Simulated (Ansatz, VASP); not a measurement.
## Li14Br5Cl9: VASP beside Ansatz

Aim: how closely do two programs agree when they are given the same cell, functional and k mesh? The structure shown is frame 29 of Ansatz's trajectory.

Method: plane waves, with VASP 6.6.1 beside it; single point at PBE, in Ansatz 0.2.0.

**1. The structure**

The cell holds 56 atoms: 28 Li, 10 Br and 18 Cl. Cell: a = 7.448 Å, b = 5.266 Å, c = 26.269 Å, α = 90.0°, β = 89.3°, γ = 90.0°. As first built, before any earlier steps moved the atoms (in the runner's words): rock-salt LiCl (a = 5.2663 A), cell with z along [110], 2 x 1 x 7 periods; the third cell vector is tilted by 0.083 of 1/2[1-10] and lengthened by 0.2 A, so the cell holds one fault; displaced by a Gaussian of 0.01 A; 10 of 28 Cl sites given to Br at random (lattice constant by Vegard's rule between LiCl and LiBr). The structure's axis is c.

**2. Ansatz: dynamics, PBE**

Ansatz runs on its default PAW (the set named soft_2) files.

One frame of this run of dynamics is then solved in both programs, so the motion causes no difference.

Input file input.yaml:

```yaml
crystal:
  lattice:
    - [7.44767, 0.0, 0.0]
    - [0.0, 5.2663, 0.0]
    - [0.31034, 0.0, 26.26686]
  atoms:
    - { symbol: Li, position: [0.96046, 0.00218, 0.992] }
    - { symbol: Br, position: [0.74691, 0.0014, 0.07085] }
    - { symbol: Li, position: [0.99447, 0.99891, 0.14148] }
    - { symbol: Cl, position: [0.73999, 0.00223, 0.21221] }
    - { symbol: Li, position: [0.9891, 0.00101, 0.28303] }
    - { symbol: Cl, position: [0.73439, 0.00063, 0.35393] }
    - { symbol: Li, position: [0.9809, 0.00064, 0.42515] }
    - { symbol: Cl, position: [0.72934, 0.00185, 0.49638] }
    - { symbol: Li, position: [0.97837, 0.00041, 0.56668] }
    - { symbol: Cl, position: [0.72451, 0.00094, 0.63754] }
    - { symbol: Li, position: [0.9718, 0.00077, 0.70841] }
    - { symbol: Cl, position: [0.7177, 0.99799, 0.77951] }
    - { symbol: Li, position: [0.96389, 0.9998, 0.85007] }
    - { symbol: Cl, position: [0.71145, 0.00101, 0.92026] }
    - { symbol: Li, position: [0.4604, 0.00418, 0.99257] }
    - { symbol: Br, position: [0.24795, 0.00428, 0.07067] }
    - { symbol: Li, position: [0.49293, 0.00107, 0.14098] }
    - { symbol: Cl, position: [0.2395, 0.00244, 0.2126] }
    - { symbol: Li, position: [0.4874, 0.00086, 0.28323] }
    - { symbol: Br, position: [0.23408, 0.99656, 0.35332] }
    - { symbol: Li, position: [0.48097, 0.00205, 0.42486] }
    - { symbol: Cl, position: [0.23093, 0.99816, 0.49573] }
    - { symbol: Li, position: [0.47673, 0.00032, 0.5666] }
    - { symbol: Cl, position: [0.22562, 0.00087, 0.63782] }
    - { symbol: Li, position: [0.47177, 0.99943, 0.70851] }
    - { symbol: Cl, position: [0.21755, 0.99911, 0.77891] }
    - { symbol: Li, position: [0.46039, 0.99848, 0.84995] }
    - { symbol: Cl, position: [0.21138, 0.99613, 0.92143] }
    - { symbol: Li, position: [0.24992, 0.5052, 0.07052] }
    - { symbol: Cl, position: [0.99695, 0.4995, 0.14101] }
    - { symbol: Li, position: [0.24158, 0.5011, 0.2122] }
    - { symbol: Cl, position: [0.98825, 0.50118, 0.28328] }
    - { symbol: Li, position: [0.23392, 0.49792, 0.35374] }
    - { symbol: Br, position: [0.97956, 0.49807, 0.42484] }
    - { symbol: Li, position: [0.23119, 0.49838, 0.49532] }
    - { symbol: Cl, position: [0.97605, 0.49676, 0.56652] }
    - { symbol: Li, position: [0.22673, 0.49957, 0.63784] }
    - { symbol: Cl, position: [0.96906, 0.50368, 0.70815] }
    - { symbol: Li, position: [0.21762, 0.50033, 0.77933] }
    - { symbol: Cl, position: [0.96554, 0.49983, 0.85063] }
    - { symbol: Li, position: [0.21001, 0.50126, 0.92124] }
    - { symbol: Cl, position: [0.9602, 0.50093, 0.99157] }
    - { symbol: Li, position: [0.7482, 0.50282, 0.07082] }
    - { symbol: Br, position: [0.49331, 0.50002, 0.14193] }
    - { symbol: Li, position: [0.74108, 0.49862, 0.21185] }
    - { symbol: Br, position: [0.48839, 0.50284, 0.28276] }
    - { symbol: Li, position: [0.73644, 0.49897, 0.3542] }
    - { symbol: Br, position: [0.48043, 0.50279, 0.42484] }
    - { symbol: Li, position: [0.73007, 0.49823, 0.49621] }
    - { symbol: Cl, position: [0.47517, 0.49874, 0.56729] }
    - { symbol: Li, position: [0.72342, 0.49871, 0.6377] }
    - { symbol: Br, position: [0.4703, 0.49958, 0.70849] }
    - { symbol: Li, position: [0.7174, 0.50001, 0.77954] }
    - { symbol: Br, position: [0.46231, 0.50152, 0.85002] }
    - { symbol: Li, position: [0.71054, 0.49745, 0.92088] }
    - { symbol: Br, position: [0.45781, 0.50399, 0.99235] }
kpoints:
  mp_grid: { grid: [1, 2, 1] }
hamiltonian:
  xc: pbe
scf:
  occupations: { method: fermi_dirac, width: 0.05 }
output:
  forces: true
md:
  timestep: 1.0
  n_steps: 86
  ensemble: nvt_nose_hoover
  temperature: 400
  initial_velocities: maxwell_boltzmann
  seed: 1743
```

On the command line:

```bash
ansatz run input.yaml --threads 4 --pin off --max-ram 8192MiB --backend cpu --events-out ev --progress --plain --runs-dir out
```

Numbers of over 12 decimals in the logs are rounded to 6 here.

The program printed:

```text
Warning: md: disabling space-group detection — thermal motion breaks the input geometry's symmetry, so no spatial operation reduces the k-mesh or symmetrises the density; time reversal is kept, so that k and −k are solved as one point where they differ and the mesh holds both, and exact exchange and, on two spinor components, a DFT+U term hold to it where the run has them: on two components no moment then forms, and  [...]
Engine: ansatz 0.2.0, aarch64-unknown-linux-gnu
Pseudopotentials: kind: paw
Pseudopotential: Li, paw, valence charge 3, recommended cutoff 420 eV (normal), Li.paw.azcp
Pseudopotential: Br, paw, valence charge 7, recommended cutoff 420 eV (normal), Br.paw.azcp
Pseudopotential: Cl, paw, valence charge 7, recommended cutoff 420 eV (normal), Cl.paw.azcp
Functional definition: PBE
  parameter kappa = 0.804
  parameter beta = 0.066725
  exchange = pbe_x(kappa = kappa, mu = beta*pi^2/3)
  correlation = pbe_c(beta = beta)
Crystal: 56 atoms, lattice volume = 1030.230 Å³
Basis set: ecut = 420 eV, 20197 PW (Γ), exchange–correlation on 100×72×360 points (8 copies of the dense FFT grid, shifted against one another)
Bands: 196, of which v1, the nominal top of the filled ones, is band 140 counted from 1 (139 counted from 0)
Symmetry: 1 space group operations
k-points: 2
Non-local potential: Li, projectors of the file, l = 0: 3, l = 1: 2, l = 2: 1
Non-local potential: Br, projectors of the file, l = 0: 2, l = 1: 2, l = 2: 2
Non-local potential: Cl, projectors of the file, l = 0: 2, l = 1: 2, l = 2: 2
PAW form: soft (Blöchl's): semilocal exchange-correlation on the pseudo side does not see the compensation charge
PAW one-centre angular grid: Li, 110 points (default); XC on 64 Gauss nodes
PAW one-centre angular grid: Br, 110 points (default); XC on 64 Gauss nodes
PAW one-centre angular grid: Cl, 110 points (default); XC on 64 Gauss nodes
Initial density: superposition of atomic densities (neutral atoms: chi_scale 0, normalization atom), corrected by the library's trained network
Initial wavefunctions: pseudopotential atomic-orbital guess
Functional: x = pbe(κ = 0.804, μ = 0.219515), c = pbe(β = 0.066725)
SCF iter   1: F=—  HF=-53087.016769 eV  |F-HF|=—  |Δ(HF+E_count)|=         —  Δρ=2.25e-3  dr2=5.15e-2  ethr=1.77e-3  ⟨swp⟩=12.0  Hψ=2255  notcnv=0  defer=61
preconditioner: auto → Resta (q_TF=auto, 2.196 Å⁻¹)  ε∞=3.0  [insulator: Δε(μ)=5.402 eV  Ē_g=12.353 eV  σ=0.050 eV  W_gap=1.00  n_scr=184 (ndim 8)  ℏωp=17.3 eV  f_vac=0.000  D(μ)=0.00/eV (n_scr^D=0)  ε∞_Penn≈3.0]
SCF iter   2: F=—  HF=-53087.012701 eV  |F-HF|=—  |Δ(HF+E_count)|=   4.07e-3  Δρ=1.15e-3  dr2=1.22e-2  ethr=1.84e-5  ⟨swp⟩=2.0  Hψ=645  notcnv=0  defer=63
SCF iter   3: F=—  HF=-53087.016131 eV  |F-HF|=—  |Δ(HF+E_count)|=   3.43e-3  Δρ=2.51e-4  dr2=8.83e-4  ethr=4.37e-6  ⟨swp⟩=2.0  Hψ=464  notcnv=0  defer=63
SCF iter   4: F=—  HF=-53087.016848 eV  |F-HF|=—  |Δ(HF+E_count)|=   7.17e-4  Δρ=4.20e-5  dr2=2.32e-5  ethr=3.15e-7  ⟨swp⟩=2.0  Hψ=462  notcnv=0  defer=63
SCF iter   5: F=—  HF=-53087.016330 eV  |F-HF|=—  |Δ(HF+E_count)|=   5.18e-4  Δρ=1.06e-5  dr2=1.20e-6  ethr=8.29e-9  ⟨swp⟩=2.0  Hψ=622  notcnv=0  defer=80
SCF iter   6: F=—  HF=-53087.016331 eV  |F-HF|=—  |Δ(HF+E_count)|=   8.38e-7  Δρ=3.43e-6  dr2=1.19e-7  ethr=4.29e-10  ⟨swp⟩=2.0  Hψ=494  notcnv=0  defer=80
SCF iter   7: F=-53087.016331 eV  HF=-53087.016331 eV  |F-HF|=1.86e-9  |Δ(HF+E_count)|=   1.46e-7  Δρ=7.60e-7  dr2=7.78e-9  ethr=2.00e-11  ⟨swp⟩=4.0  Hψ=1128  notcnv=0
SCF 1 converged in 7 iterations: F = -53087.016331 eV  dr2 = 7.78e-9
  greatest PAW one-centre occupation: 1.000 electrons in one spin orbital (limit 2), on the Li atom at site 28 (counted from 0), in its partial waves of l = 0
md step     0: t =     0.00 fs  T =   400.0 K  F+E_penalty+E_count = -53087.01633135 eV  E_kin = 2.843720 eV  conserved = -53084.17261137 eV  (7 SCF iters)
[... from here on, the SCF cycles and remarks between the steps are left out ...]
md step    75: t =    75.00 fs  T =   230.7 K  F+E_penalty+E_count = -53085.57721411 eV  E_kin = 1.639806 eV  conserved = -53084.17235807 eV  (3 SCF iters)
md step    76: t =    76.00 fs  T =   232.5 K  F+E_penalty+E_count = -53085.58236149 eV  E_kin = 1.653120 eV  conserved = -53084.17235464 eV  (2 SCF iters)
md step    77: t =    77.00 fs  T =   234.3 K  F+E_penalty+E_count = -53085.58651642 eV  E_kin = 1.665489 eV  conserved = -53084.17234955 eV  (3 SCF iters)
md step    78: t =    78.00 fs  T =   235.9 K  F+E_penalty+E_count = -53085.58970729 eV  E_kin = 1.676925 eV  conserved = -53084.17234490 eV  (2 SCF iters)
md step    79: t =    79.00 fs  T =   237.4 K  F+E_penalty+E_count = -53085.59198284 eV  E_kin = 1.687465 eV  conserved = -53084.17233986 eV  (2 SCF iters)
md step    80: t =    80.00 fs  T =   238.7 K  F+E_penalty+E_count = -53085.59340950 eV  E_kin = 1.697162 eV  conserved = -53084.17233355 eV  (6 SCF iters)
md step    81: t =    81.00 fs  T =   240.0 K  F+E_penalty+E_count = -53085.59406750 eV  E_kin = 1.706084 eV  conserved = -53084.17232617 eV  (3 SCF iters)
md step    82: t =    82.00 fs  T =   241.1 K  F+E_penalty+E_count = -53085.59404679 eV  E_kin = 1.714310 eV  conserved = -53084.17231757 eV  (2 SCF iters)
md step    83: t =    83.00 fs  T =   242.2 K  F+E_penalty+E_count = -53085.59344287 eV  E_kin = 1.721921 eV  conserved = -53084.17230936 eV  (3 SCF iters)
md step    84: t =    84.00 fs  T =   243.2 K  F+E_penalty+E_count = -53085.59235313 eV  E_kin = 1.729006 eV  conserved = -53084.17230237 eV  (2 SCF iters)
md step    85: t =    85.00 fs  T =   244.1 K  F+E_penalty+E_count = -53085.59087382 eV  E_kin = 1.735653 eV  conserved = -53084.17229399 eV  (2 SCF iters)
md step    86: t =    86.00 fs  T =   245.0 K  F+E_penalty+E_count = -53085.58909705 eV  E_kin = 1.741946 eV  conserved = -53084.17228570 eV  (7 SCF iters)
SCF converged after 7 iterations
Free energy (F): -53085.589097 eV
Harris-Foulkes:  -53085.589097 eV  (|F-HF|=3.27e-9)
Internal energy: -53085.589097 eV  (E = F + TS)
E sigma→0 (E₀):  -53085.589097 eV
Fermi energy:    4.925512 eV
--- Per-component energies (eV) ---
  E_band       = -2884.654380
  E_kinetic    = 4882.513017
  E_local      = -9505.059783  (includes V_loc(G=0)·N_el)
  E_nonlocal   = 288.474433
  E_hartree    = 2761.706810
  E_xc         = -4901.325680
  E_vxc        = -3655.092385  (∫ρ·V_xc dr)
  E_paw        = -34924.212034  (= ΣΔE_a)
  E_vpaw       = -418.905151  (= ΣTr[D̂ρ^β])
  E_aug_tail   = 0.002023  (compensation charges beyond the density's cutoff)
  E_ewald      = -11687.687883
  E_smearing   = -0.000000  (= −TS)
  E_closure    = 0.000000  (closes the sum)
  Σ components = -53085.589097   (vs F -53085.589097, Δ=0.00e0)
--- Forces (eV/Å), atoms counted from 1 ---
  atom   1  Li    -0.00120803    -0.04378284    -0.01480443
  atom   2  Br    -0.29025869     0.07881230    -0.21432034
  atom   3  Li     0.05268207    -0.00056637    -0.11337764
  atom   4  Cl    -0.45504292    -0.30398532     0.00027054
  atom   5  Li     0.32990647    -0.01997863    -0.50523006
  atom   6  Cl    -0.25808098     0.11647094     0.16951189
  atom   7  Li     0.14860418     0.12556280     0.17346779
  atom   8  Cl     0.04150211    -0.26625688    -0.48579399
  atom   9  Li    -0.30505967     0.09052114     0.17481328
  atom  10  Cl    -0.10935449     0.20116548     0.07313710
  atom  11  Li     0.26525779     0.02230089     0.04945818
  atom  12  Cl     0.04124581    -0.09575611     0.08507909
  atom  13  Li     0.01070288    -0.06262267    -0.20973594
  atom  14  Cl     0.01208302    -0.28446290    -0.43044514
  atom  15  Li    -0.01652538    -0.63761444     0.08970919
  atom  16  Br     0.44001221     0.32861732    -0.42528385
  atom  17  Li    -0.05277027     0.19570099     0.11014542
  atom  18  Cl     0.25343398     0.20731829    -0.12607344
  atom  19  Li    -0.09848438    -0.11276834    -0.11920045
  atom  20  Br    -0.14776019     0.10585287    -0.01214002
  atom  21  Li    -0.02956966     0.05147754     0.03626003
  atom  22  Cl     0.65612158     0.31520979    -0.53554790
  atom  23  Li     0.21143960    -0.09823693    -0.32498778
  atom  24  Cl    -0.21685207     0.11892657     0.14585577
[...]
atom  49  Li     0.16666388    -0.06613892     0.22273559
  atom  50  Cl    -0.20870609    -0.16726816    -0.08942849
  atom  51  Li     0.00535272     0.00263522     0.01142837
  atom  52  Br    -0.41908439    -0.44637189     0.32802713
  atom  53  Li     0.02662702    -0.04383068    -0.07919217
  atom  54  Br     0.14860558     0.20171465     0.38886894
  atom  55  Li    -0.00079703    -0.11521490     0.02337345
  atom  56  Br    -0.54213604     0.72045663    -0.13358586
  max |Σ_I F_I| component: 1.05e-4 eV/Å
--- MD trajectory: 86 steps, t = 0.0 → 86.0 fs ---
  final state: T = 245.0 K   F+E_penalty+E_count = -53085.58909705 eV   E_kin = 1.741946 eV
  conserved energy: peak-to-peak 3.999e-4 eV (7.141e-6 eV/atom) over 86.0 fs
```

(Continued in part 2 of 2.)

[Lines on the potential files, build, host, timing and source positions are cut from VASP's logs without a mark.]

[Logs are printed without paths, hosts, clocks, repeated set-up lines and the standing remarks that a program may print on its own settings, such as how far it seeks lower states.]

[Hosts, paths, dates, database ids (printed as entryN), source tags and the programs' standing remarks are cut or masked in the printed files.]
